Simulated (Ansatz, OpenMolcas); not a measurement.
**CHF3 (trifluoromethane): from total energies to a heat of formation**

CHF3: 5 atoms, total charge 0, spin state singlet. As SMILES, `FC(F)F`. The coordinates come from a PBE0-D4/def2-TZVP relaxation.

Total energies at TPSS/def2-SVPD (OpenMolcas 26.06); the atoms run unrestricted:

```
species    state  energy (Eh)
   CHF3  singlet  -338.030657
      F  doublet   -99.656567
      C  triplet   -37.821325
      H  doublet    -0.499258
```

Harmonic wavenumbers at PBE0-D4/def2-TZVP, in cm⁻¹: 510, 510, 708, 1159, 1180, 1180, 1397, 1397, 3131.

Measured heats of formation of the gaseous atoms at 298.15 K, in kJ/mol: F 79.4, C 716.9, H 218.0. Spin-orbit lowering of the atoms at 298 K (mean of the ground term's levels less their thermal mean, from spectra), in kJ/mol: F 1.29, C 0.02. Take 1 Eh = 2625.50 kJ/mol, 1 cm⁻¹ = 0.0119627 kJ/mol, RT = 2.479 kJ/mol.

Q: Work out the heat of formation of the gas at 298 K.

A: 
1. Electronic atomisation energy: 3 × (-99.656567) + (-37.821325) + (-0.499258) − (-338.030657) = 0.740373 Eh = 1943.8 kJ/mol.
2. Zero-point energy: half the sum of the wavenumbers, 5586 cm⁻¹ = 66.8 kJ/mol.
3. Thermal vibrational enthalpy, Σ hcν̃/(exp(hcν̃/kT) − 1): 1.6 kJ/mol. Translation, rotation and pV of a non-linear molecule: 4 RT = 9.9 kJ/mol.
4. The 5 free atoms carry 5/2 RT each: 31.0 kJ/mol.
5. Spin-orbit coupling lowers the free atoms by 3 × 1.29 + 0.02 = 3.9 kJ/mol.
6. Atomisation enthalpy at 298 K: 1943.8 − 3.9 − 66.8 − 1.6 − 9.9 + 31.0 = 1892.6 kJ/mol.
7. Sum of the atoms' heats of formation: 1173.1 kJ/mol. Heat of formation: 1173.1 − 1892.6 = -719.5 kJ/mol.

The tabulated value is -695.9 kJ/mol (Active Thermochemical Tables), so this level is off by -23.6 kJ/mol, or 1.3 % of the atomisation enthalpy. Anharmonicity and any spin-orbit splitting of the molecule are left out.
